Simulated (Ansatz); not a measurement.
# ZnS (F-43m) in Ansatz: a series of runs

One crystal, ZnS, is run at these levels: PBEsol, m-r2SCAN; tasks: band structure, Born charges and dielectric tensor, single point, equation of state.

All numbers are computed with Ansatz 0.2.0; they aren't measurements. Logs are shortened: lines on timing, memory, paths and dates and some standing lists are left out, and cuts for length are marked.

**Experimental background.**

“Electronic, vibrational, and thermodynamic properties of ZnS (zincblende and rocksalt structure)”, 2009, arxiv:0911.5022 quotes, for a bulk crystal of ZnS: band gap 3.85 eV (direct) at 19 K; bulk modulus 76.9 GPa.

A printed reference work, monograph reports, for a bulk crystal of ZnS: high-frequency dielectric constant 5.14.

The runs below are set against these values where they give the same quantity.

## 1. Starting point

Symmetry: F-43m, No. 216, cubic system. Conventional cell: a = 5.404 Å, b = 5.404 Å, c = 5.404 Å, α = 90.00°, β = 90.00°, γ = 90.00°. Around Zn (site symmetry -43m) lie 4 S at 2.34 Å. S (site symmetry -43m) is surrounded by 4 Zn at 2.34 Å.

## 2. Band structure, PBEsol

Input file input.yaml:

```yaml
crystal:
  lattice:
    - [0.0, 2.702, 2.702]
    - [2.702, 0.0, 2.702]
    - [2.702, 2.702, 0.0]
  atoms:
    - { symbol: Zn, position: [0.75, 0.75, 0.75] }
    - { symbol: S, position: [0.0, 0.0, 0.0] }
hamiltonian:
  xc: pbesol
  pseudopotentials: { kind: paw }
kpoints:
  mp_grid: { grid: [9, 9, 9] }
  band_path:
    path:
      - [[0.0, 0.0, 0.0], [0.5, 0.0, 0.5], [0.5, 0.25, 0.75], [0.375, 0.375, 0.75], [0.0, 0.0, 0.0], [0.5, 0.5, 0.5], [0.625, 0.25, 0.625], [0.5, 0.25, 0.75], [0.5, 0.5, 0.5], [0.375, 0.375, 0.75]]
      - [[0.625, 0.25, 0.625], [0.5, 0.0, 0.5]]
    npoints: 14
scf:
  occupations: { method: fermi_dirac, width: 0.05 }
  n_extra_bands: 6
output:
  forces: true
  stress: true
  eigenvalues: true
  fatbands: false
  write_density: true
  write_potential: true
  elf: true
  volumetric_format: npy
```

Potentials or basis: Ansatz PAW.

Command:

```console
$ ansatz run input.yaml --threads 2 --pin off --max-ram 5120MiB --backend cpu --events-out ev --progress --plain --runs-dir out
```

Standard output:

```text
Warning: RAYON_NUM_THREADS=2 ignored (pool sized by the plan → 2); use --threads N
scf.n_extra_bands = 6 over 9 filled bands (N_el = 18.0): the run solves 15 bands
Engine: ansatz 0.2.0, aarch64-unknown-linux-gnu
Pseudopotentials: kind: paw
Pseudopotential: Zn, paw, valence charge 12, recommended cutoff 420 eV (normal), Zn.paw.azcp
Pseudopotential: S, paw, valence charge 6, recommended cutoff 420 eV (normal), S.paw.azcp
Functional definition: PBEsol
  exchange = pbesol_x
  correlation = pbesol_c
Crystal: 2 atoms, lattice volume = 39.454 Å³
Basis set: ecut = 420 eV, 749 PW (Γ), exchange–correlation on 54×54×54 points (8 copies of the dense FFT grid, shifted against one another)
Bands: 15, of which v1, the nominal top of the filled ones, is band 9 counted from 1 (8 counted from 0)
Symmetry: 24 space group operations
Space group: F-43m (ITA 216), of the structure as read, at distance tolerance 3.4e-5 Å
k-points: 35 of 729 (time reversal used)
Non-local potential: Zn, projectors of the file, l = 0: 2, l = 1: 2, l = 2: 3, l = 3: 1
Non-local potential: S, projectors of the file, l = 0: 2, l = 1: 2, l = 2: 2
PAW form: soft (Blöchl's): semilocal exchange-correlation on the pseudo side does not see the compensation charge
PAW frozen core: Zn, regenerated for the run's functional, and the local potential with it (the file was generated under x = pbe(κ = 0.804, μ = 0.2195149727645171), c = pbe(β = 0.06672455060314922))
PAW frozen core: S, regenerated for the run's functional, and the local potential with it (the file was generated under x = pbe(κ = 0.804, μ = 0.2195149727645171), c = pbe(β = 0.06672455060314922))
PAW one-centre angular grid: Zn, 590 points (default); XC on 64 Gauss nodes
PAW one-centre angular grid: S, 110 points (default); XC on 64 Gauss nodes
Initial density: superposition of atomic densities (neutral atoms: chi_scale 0, normalization atom), corrected by the library's trained network
Initial wavefunctions: pseudopotential atomic-orbital guess
Functional: x = pbesol(κ = 0.804, μ = 0.12345679012345678), c = pbesol(β = 0.046)
SCF iter   1: F=—  HF=-4167.438320 eV  |F-HF|=—  |Δ(HF+E_count)|=         —  Δρ=5.43e-3  dr2=1.41e-2  ethr=1.77e-3  ⟨swp⟩=5.2  Hψ=2929  notcnv=0
preconditioner: auto → none  [insulator: Δε(μ)=1.917 eV  Ē_g=13.821 eV  σ=0.050 eV  W_gap=1.00  n_scr=14 (ndim 8)  ℏωp=25.1 eV  f_vac=0.026  D(μ)=0.00/eV (n_scr^D=0)  ε∞_Penn≈4.3]
SCF iter   2: F=—  HF=-4167.433861 eV  |F-HF|=—  |Δ(HF+E_count)|=   4.46e-3  Δρ=8.97e-4  dr2=1.61e-4  ethr=7.83e-5  ⟨swp⟩=3.0  Hψ=1276  notcnv=0  defer=53
SCF iter   3: F=—  HF=-4167.433896 eV  |F-HF|=—  |Δ(HF+E_count)|=   3.51e-5  Δρ=6.83e-4  dr2=9.98e-5  ethr=8.92e-7  ⟨swp⟩=2.0  Hψ=690  notcnv=0  defer=53
SCF iter   4: F=—  HF=-4167.433909 eV  |F-HF|=—  |Δ(HF+E_count)|=   1.30e-5  Δρ=3.06e-4  dr2=3.00e-5  ethr=5.55e-7  ⟨swp⟩=2.0  Hψ=751  notcnv=0  defer=53
SCF iter   5: F=—  HF=-4167.433896 eV  |F-HF|=—  |Δ(HF+E_count)|=   1.24e-5  Δρ=2.40e-5  dr2=1.11e-7  ethr=1.66e-7  ⟨swp⟩=2.0  Hψ=749  notcnv=0  defer=53
SCF iter   6: F=-4167.433896 eV  HF=-4167.433896 eV  |F-HF|=1.00e-9  |Δ(HF+E_count)|=   1.27e-7  Δρ=5.32e-6  dr2=6.43e-9  ethr=5.56e-10  ⟨swp⟩=11.5  Hψ=3631  notcnv=0
SCF 1 converged in 6 iterations: F = -4167.433896 eV  dr2 = 6.43e-9
NSCF: frozen V_eff on 142 k-points
SCF converged after 6 iterations
Free energy (F): -4167.433896 eV
Harris-Foulkes:  -4167.433896 eV  (|F-HF|=1.00e-9)
Internal energy: -4167.433896 eV  (E = F + TS)
E sigma→0 (E₀):  -4167.433896 eV
Fermi energy:    6.712703 eV
--- Per-component energies (eV) ---
  E_band       = 2.694929
  E_kinetic    = 237.921184
  E_local      = -2041.721036  (includes V_loc(G=0)·N_el)
  E_nonlocal   = 644.076016
  E_hartree    = 851.840457
  E_xc         = -231.710374
  E_vxc        = -139.788648  (∫ρ·V_xc dr)
  E_paw        = -2375.319795  (= ΣΔE_a)
  E_vpaw       = -401.475592  (= ΣTr[D̂ρ^β])
  E_aug_tail   = -0.000360  (compensation charges beyond the density's cutoff)
  E_ewald      = -1253.379294
  E_core_change = 0.859304  (= ΣΔE_core)
  E_smearing   = -0.000000  (= −TS)
  E_closure    = -0.000000  (closes the sum)
  Σ components = -4167.433896   (vs F -4167.433896, Δ=0.00e0)
--- Forces (eV/Å), atoms counted from 1 ---
  atom   1  Zn     0.00000000    -0.00000000     0.00000000
  atom   2  S     -0.00000000     0.00000000     0.00000000
  max |Σ_I F_I| component: 3.70e-17 eV/Å
--- Stress (GPa, compression-positive) ---
       -1.972558       0.000000      -0.000000
        0.000000      -1.972558       0.000000
       -0.000000       0.000000      -1.972558
  P = ⅓ Tr σ = -1.9726 GPa (-19.726 kbar)
--- Band table (eV; the first three rows and the last of 35) ---
  k-point 0: bands = ["-7.4675", "-0.6874", "-0.6874", "-0.6874", "-0.1882", "-0.1882", "5.6865", "5.6865", "5.6865", "7.6588", "11.9604", "11.9604", "11.9604", "17.2511", "17.2511"]
  k-point 1: bands = ["-7.3732", "-0.6883", "-0.6705", "-0.6705", "-0.1897", "-0.1897", "4.7283", "5.5660", "5.5660", "8.3857", "11.8570", "12.1676", "12.1676", "16.7436", "16.7436"]
  k-point 2: bands = ["-7.1182", "-0.6632", "-0.6308", "-0.6308", "-0.1888", "-0.1888", "3.1917", "5.2874", "5.2874", "9.0057", "12.2384", "12.5306", "12.5306", "16.3962", "16.3962"]
  k-point 34: bands = ["-6.2231", "-0.5617", "-0.4268", "-0.2650", "-0.2020", "0.1637", "1.0859", "2.7421", "3.2749", "11.1252", "11.5251", "13.0278", "14.5464", "17.3544", "19.1377"]
```

Wall time 3.1 s (2 threads of Arm Neoverse V2, shared host); peak memory 0.32 GiB.

What came out:

| Item | Value |
| --- | --- |
| Free energy | -4167.4339 eV |
| Pressure | -2.0 GPa |
| Band gap on the k mesh | 1.97 eV, direct |
| Band gap along the path | 1.97 eV, direct |

Levels at the corners of the path, in eV from the valence-band top:
```
point  band 6  band 7  band 8  band 9  band 10  band 11  band 12  band 13
    Γ   -5.87    0.00    0.00    0.00     1.97     6.27     6.27     6.27
    X   -5.66   -4.61   -2.25   -2.25     3.23     3.96    10.80    11.84
    W   -5.47   -4.64   -2.80   -2.76     5.55     5.98     7.73     8.04
    K   -5.53   -4.67   -3.16   -1.83     3.98     5.86     9.21     9.64
    Γ   -5.87    0.00    0.00    0.00     1.97     6.27     6.27     6.27
    L   -5.67   -5.36   -0.88   -0.88     3.19     6.80     6.80     8.69
    U   -5.53   -4.67   -3.16   -1.83     3.98     5.86     9.21     9.64
    W   -5.47   -4.64   -2.80   -2.76     5.55     5.98     7.73     8.04
    L   -5.67   -5.36   -0.88   -0.88     3.19     6.80     6.80     8.69
    K   -5.53   -4.67   -3.16   -1.83     3.98     5.86     9.21     9.64
    U   -5.53   -4.67   -3.16   -1.83     3.98     5.86     9.21     9.64
    X   -5.66   -4.61   -2.25   -2.25     3.23     3.96    10.80    11.84
```

Caveat: the PAW data sets come from PBE, with cores solved anew for the run's functional, which leaves a small shift of forces and pressure.

## 3. Born charges and dielectric tensor, PBEsol

Input file input.yaml:

```yaml
crystal:
  lattice:
    - [0.0, 2.702, 2.702]
    - [2.702, 0.0, 2.702]
    - [2.702, 2.702, 0.0]
  atoms:
    - { symbol: Zn, position: [0.75, 0.75, 0.75] }
    - { symbol: S, position: [0.0, 0.0, 0.0] }
hamiltonian:
  xc: pbesol
  pseudopotentials: { kind: paw }
kpoints:
  mp_grid: { grid: [9, 9, 9] }
scf:
  occupations: { method: fixed }
output:
  eigenvalues: true
dielectric:
  method: response
```

Potentials or basis: Ansatz PAW.

Command:

```console
$ ansatz run input.yaml --threads 2 --pin off --max-ram 5120MiB --backend cpu --events-out ev --progress --plain --runs-dir out
```

Standard output:

```text
Warning: RAYON_NUM_THREADS=2 ignored (pool sized by the plan → 2); use --threads N
[... 7 set-up lines as earlier in the session ...]
Crystal: 2 atoms, lattice volume = 39.454 Å³
Basis set: ecut = 420 eV, 749 PW (Γ), exchange–correlation on 54×54×54 points (8 copies of the dense FFT grid, shifted against one another)
Bands: 13, of which v1, the nominal top of the filled ones, is band 9 counted from 1 (8 counted from 0)
[... 1 set-up line as earlier in the session ...]
k-points: 125 of 729 (irreducible under 4 space group operations, time reversal used)
[... 10 set-up lines as earlier in the session ...]
SCF iter   1: F=—  HF=-4167.438414 eV  |F-HF|=—  |Δ(HF+E_count)|=         —  Δρ=5.50e-3  dr2=1.43e-2  ethr=1.77e-3  ⟨swp⟩=4.8  Hψ=8576  notcnv=0  defer=237
preconditioner: auto → none  [insulator: Δε(μ)=1.917 eV  Ē_g=12.093 eV  n_scr=14 (ndim 8)  ℏωp=25.1 eV  f_vac=0.026  ε∞_Penn≈5.3]
SCF iter   2: F=—  HF=-4167.433862 eV  |F-HF|=—  |Δ(HF+E_count)|=   4.55e-3  Δρ=9.01e-4  dr2=1.62e-4  ethr=7.94e-5  ⟨swp⟩=3.0  Hψ=4008  notcnv=0  defer=244
SCF iter   3: F=—  HF=-4167.433886 eV  |F-HF|=—  |Δ(HF+E_count)|=   2.39e-5  Δρ=7.03e-4  dr2=1.07e-4  ethr=8.98e-7  ⟨swp⟩=2.0  Hψ=2873  notcnv=0  defer=244
SCF iter   4: F=—  HF=-4167.433903 eV  |F-HF|=—  |Δ(HF+E_count)|=   1.77e-5  Δρ=2.76e-4  dr2=2.47e-5  ethr=5.96e-7  ⟨swp⟩=2.0  Hψ=2742  notcnv=0  defer=154
SCF iter   5: F=—  HF=-4167.433895 eV  |F-HF|=—  |Δ(HF+E_count)|=   8.07e-6  Δρ=2.37e-5  dr2=1.07e-7  ethr=1.37e-7  ⟨swp⟩=2.0  Hψ=2625  notcnv=0
SCF iter   6: F=—  HF=-4167.433896 eV  |F-HF|=—  |Δ(HF+E_count)|=   1.11e-6  Δρ=4.43e-6  dr2=4.56e-9  ethr=5.94e-10  ⟨swp⟩=2.0  Hψ=2658  notcnv=0
SCF iter   7: F=-4167.433896 eV  HF=-4167.433896 eV  |F-HF|=3.55e-11  |Δ(HF+E_count)|=   4.13e-9  Δρ=2.44e-7  dr2=1.27e-11  ethr=1.00e-12  ⟨swp⟩=2.5  Hψ=7114  notcnv=0
SCF 1 converged in 7 iterations: F = -4167.433896 eV  dr2 = 1.27e-11
NSCF: frozen V_eff on 6 k-points
DFPT response loops at Γ: preconditioner auto → none (the input reference at scf.mixing.eps_inf says where Resta's filter doesn't serve); β = 0.50; Broyden in place of MSR1
── the response to a field inside a basis, on 10×10×10 k-points: an SCF that follows is theirs, and a resumed run solves both again ──
Bands: 10, of which v1, the nominal top of the filled ones, is band 9 counted from 1 (8 counted from 0)
k-points: 110 of 1000 (irreducible under 6 space group operations, time reversal used)
Initial density: handed on by an earlier stage of this run
Initial wavefunctions: pseudopotential atomic-orbital guess (no wavefunctions were taken with the density)
Eigensolver: Dense (110 Hₖ)
SCF iter   1: F=—  HF=-4167.433506 eV  |F-HF|=—  |Δ(HF+E_count)|=         —  Δρ=1.91e-4  dr2=4.55e-6  ethr=1.00e-1
preconditioner: auto → none  [insulator: Δε(μ)=2.207 eV  Ē_g=9.797 eV  n_scr=14 (ndim 8)  ℏωp=25.1 eV  f_vac=0.020  ε∞_Penn≈7.6]
SCF iter   2: F=—  HF=-4167.433504 eV  |F-HF|=—  |Δ(HF+E_count)|=   1.70e-6  Δρ=2.24e-4  dr2=9.11e-6  ethr=2.53e-8
SCF iter   3: F=—  HF=-4167.433505 eV  |F-HF|=—  |Δ(HF+E_count)|=   1.16e-6  Δρ=8.00e-5  dr2=2.02e-6  ethr=2.53e-8
SCF iter   4: F=-4167.433503 eV  HF=-4167.433503 eV  |F-HF|=1.38e-8  |Δ(HF+E_count)|=   1.65e-6  Δρ=1.04e-5  dr2=2.76e-8  ethr=1.12e-8
SCF 1 converged in 4 iterations: F = -4167.433503 eV  dr2 = 2.76e-8
DFPT response loops at Γ: mixed as the last ones told, above
SCF converged after 7 iterations
Free energy (F): -4167.433896 eV
Harris-Foulkes:  -4167.433896 eV  (|F-HF|=3.55e-11)
Internal energy: -4167.433896 eV  (E = F + TS)
E sigma→0 (E₀):  -4167.433896 eV
Fermi energy:    5.686423 eV
--- Per-component energies (eV) ---
  E_band       = 2.693501
  E_kinetic    = 237.921155
  E_local      = -2041.723238  (includes V_loc(G=0)·N_el)
  E_nonlocal   = 644.076486
  E_hartree    = 851.842132
  E_xc         = -231.710319
  E_vxc        = -139.788566  (∫ρ·V_xc dr)
  E_paw        = -2375.319763  (= ΣΔE_a)
  E_vpaw       = -401.476288  (= ΣTr[D̂ρ^β])
  E_aug_tail   = -0.000360  (compensation charges beyond the density's cutoff)
  E_ewald      = -1253.379294
  E_core_change = 0.859304  (= ΣΔE_core)
  E_smearing   = -0.000000  (= −TS)
  E_closure    = 0.000000  (closes the sum)
  Σ components = -4167.433896   (vs F -4167.433896, Δ=0.00e0)
--- Band table (eV; the first three rows and the last of 125) ---
  k-point 0: bands = ["-7.4676", "-0.6875", "-0.6875", "-0.6875", "-0.1883", "-0.1883", "5.6864", "5.6864", "5.6864", "7.6587", "11.9604", "11.9604", "11.9604"]
  k-point 1: bands = ["-7.3732", "-0.6884", "-0.6706", "-0.6706", "-0.1899", "-0.1899", "4.7282", "5.5660", "5.5660", "8.3856", "11.8569", "12.1675", "12.1675"]
  k-point 2: bands = ["-7.1182", "-0.6633", "-0.6309", "-0.6309", "-0.1889", "-0.1889", "3.1917", "5.2874", "5.2874", "9.0057", "12.2383", "12.5305", "12.5305"]
  k-point 124: bands = ["-6.4064", "-0.5545", "-0.5123", "-0.3212", "-0.1789", "-0.0770", "1.4061", "2.8832", "4.2434", "10.8309", "11.7512", "12.4845", "14.9054"]
--- Dielectric response (ions clamped): 3 representative field directions + reference, inside a basis on a mesh of 1000 k-points (Σ response iterations 15) ---
  ε∞ (high-frequency dielectric tensor):
        6.108663    -0.000000     0.000000
       -0.000000     6.108663     0.000000
        0.000000     0.000000     6.108663
  Born effective charges Z* (e; rows j = field, columns β = displacement):
    site 0:
         1.98365    0.00000   -0.00000
        -0.00000    1.98365    0.00000
        -0.00000    0.00000    1.98365
    site 1:
        -1.98365   -0.00000    0.00000
         0.00000   -1.98365   -0.00000
         0.00000   -0.00000   -1.98365
  Z* charge neutrality: 2.343e-4 e pre-enforcement
  solved inside a basis spanned on kpoints, on 10×10×10 k-points, its susceptibility summed on 14×14×14: ε∞ is read to err by 1.6e-2, Z* by 1.2e-2 e (field_mesh: kpoints solves on kpoints); Z* is corrected for what the basis lacks
```

It took 27 s on 2 threads of Arm Neoverse V2, shared host; peak memory 0.52 GiB.

What came out:

```
Free energy                             : -4167.4339 eV
Band gap on the k mesh                  : 1.97 eV, direct
Electronic dielectric tensor (diagonal) : 6.11
Born charges (mean of the diagonal)     : Zn +1.98; S -1.98 e
```

Electronic dielectric tensor:
```
6.11 0.00 0.00
0.00 6.11 0.00
0.00 0.00 6.11
```

Born effective charge tensors (e):
atom 1, Zn
```
1.98 0.00 0.00
0.00 1.98 0.00
0.00 0.00 1.98
```
atom 2, S
```
-1.98  0.00  0.00
 0.00 -1.98  0.00
 0.00  0.00 -1.98
```

Caveat: odd divisions of the mesh miss points on the zone boundary, where band edges often lie, so the gap on the mesh can be too wide; the PAW data sets come from PBE, with cores solved anew for the run's functional, which leaves a small shift of forces and pressure.

(Part 1 of 2 ends here.)
